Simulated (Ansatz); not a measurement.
Bi:

```
Bi
1.0
    -1.98143    1.98143    1.98143
     1.98143   -1.98143    1.98143
     1.98143    1.98143   -1.98143
Bi
1
Direct
  0.00000 0.00000 0.00000
```

This isn't the form of Bi at room conditions, which is rhombohedral.

- Program: Ansatz 0.2.0
- Task: relaxation of cell and atoms
- Functional: PBEsol
- Potentials or basis: Ansatz PAW
- Cutoff: 420 eV (not typed: the program's choice for these potentials)
- k mesh: 9 × 9 × 9
- Occupations: fermi-dirac, width 0.05 eV
- Spin: no spin polarisation

At the start: volume 31.12 Å³/atom.

Task: How do energy, volume and symmetry change on relaxing?

Result: It ends after 4 steps and the volume is 30.05 Å³/atom (-3.4 %); space group Im-3m (No. 229, to 0.05 Å).

Step by step:
```tsv
step	energy change (eV)	largest force (eV/Å)	volume (Å³)
1	0.0000	0.0000	31.12
2	-0.0066	0.0000	29.75
3	-0.0070	0.0000	30.05
4	-0.0068	0.0000	30.05
```

Final structure:
```
CELL_PARAMETERS angstrom
-1.95859 1.95859 1.95859
1.95859 -1.95859 1.95859
1.95859 1.95859 -1.95859
ATOMIC_POSITIONS crystal
Bi 0.00000 0.00000 0.00000
```

Caveat: the plane-wave basis is chosen anew once the cell has moved, so the energies of steps on either side of that aren't comparable; the PAW data sets come from PBE, with cores solved anew for the run's functional, which leaves a small shift of forces and pressure.
